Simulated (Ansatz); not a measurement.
A crystal relaxed with r2SCAN in Ansatz has space group Pmm2 (No. 25) and a = 4.013 Å, b = 8.021 Å, c = 5.664 Å.

```json
{"atom": "Xx", "site": "1a", "x": "0.0000", "y": "0.0000", "z": "0.0009"}
{"atom": "As", "site": "1c", "x": "0.5000", "y": "0.0000", "z": "0.2499"}
{"atom": "Ga", "site": "2h", "x": "0.5000", "y": "0.2505", "z": "0.5000"}
{"atom": "As", "site": "2g", "x": "0.0000", "y": "0.2499", "z": "0.7502"}
{"atom": "Ga", "site": "1b", "x": "0.0000", "y": "0.5000", "z": "0.9993"}
{"atom": "As", "site": "1d", "x": "0.5000", "y": "0.5000", "z": "0.2493"}
```

With r2SCAN the gap is 1.31 eV and direct, at Γ. The HSE06 gap is direct at Γ: 1.69 eV. Meshes: r2SCAN 6×4×4, HSE06 4×2×4.

Q: Which element is Xx?
A. B
B. In
C. Tl
D. Al

A: D. Xx is Al: AlGa3As4, ordered on the zincblende lattice (Pmm2) with 8 atoms a cell. Al has 4 As at 2.45–2.46 Å; As has 2 Al at 2.45 Å and 2 Ga at 2.46 Å; Ga has 4 As at 2.45–2.46 Å; As has 3 Ga at 2.45–2.46 Å and 1 Al at 2.46 Å; As has 4 Ga at 2.45–2.46 Å.

All values are calculated for a non-magnetic cell, which may be hypothetical.

Spin-orbit coupling is left out.

The meshes of the hybrids are coarse, so their gaps aren't converged to the digits shown.
